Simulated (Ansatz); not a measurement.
Os, DFT, PBE, PAW with Ansatz's default frozen-core files, scalar-relativistic (Ansatz 0.2.0), run on 1 thread of Arm Neoverse V2 on a shared host.

The geometry is COD entry 9017843, unchecked; take it as a test cell. The listed cell was then made from it by scaling, straining or moving an atom.

Command: `ansatz run input.yaml --threads 1 --pin off --max-ram 3072MiB --backend cpu --events-out ev --progress --plain --runs-dir out`

```yaml
crystal:
  lattice:
    - [2.7340999755, 0.0136704999, 0.0136704999]
    - [-1.3552109876, 2.3609647854, 0.0050037502]
    - [0.0215985, 0.0215985, 4.3197]
  atoms:
    - { symbol: Os, position: [0.3333333333, 0.6666666667, 0.25] }
    - { symbol: Os, position: [0.6666666667, 0.3333333333, 0.75] }
kpoints:
  mp_grid: { grid: [15, 15, 9] }
scf:
  occupations: { method: fermi_dirac, width: 0.05 }
hamiltonian:
  xc: pbe
  pseudopotentials: { kind: paw }
output:
  forces: true
  stress: true
  eigenvalues: true
  efg: { contact_densities: true }
```

Q: How large is the problem that the program sets up?

A: 1013 irreducible k-points, 547 plane waves at Γ, 20 bands.

Q: Estimate the wall time and the peak memory.

A: 22 s of wall time for 6 SCF iterations, with a peak of 0.69 GiB. Times on shared machines scatter by tens of per cent.

Q: And the same cell and mesh by crystal-made all-electron datasets, asked for forces, stress, eigenvalues, efg, on the same hardware?

A: 81 s, peak memory 1.4 GiB.
